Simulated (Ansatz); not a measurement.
TiAl3:

```
CELL_PARAMETERS angstrom
-1.91111 1.91111 4.28067
1.91111 -1.91111 4.28067
1.91111 1.91111 -4.28067
ATOMIC_POSITIONS crystal
Ti 0.00000 0.00000 0.00000
Al 0.25000 0.75000 0.50000
Al 0.75000 0.25000 0.50000
Al 0.50000 0.50000 0.00000
```

The cell comes from a database or a generator and needn't be the stable form of this composition.

Base run:

* Program: Ansatz 0.2.0
* Functional: revPBE
* Potentials or basis: Ansatz PAW
* Cutoff: 420 eV (not typed: the program's choice for these potentials)
* k mesh: 10 × 10 × 10
* Occupations: fermi-dirac, width 0.05 eV
* Spin: no spin polarisation

Its results: band gap on the k mesh none (metal or under the smearing width); pressure 3.9 GPa.

The run is repeated on the same cell with these changes: functional from revPBE to RPBE. What comes out?

Band gap on the k mesh none (metal or under the smearing width); pressure 4.5 GPa.

Caveats: the PAW data sets come from PBE, with cores solved anew for the run's functional, which leaves a small shift of forces and pressure.
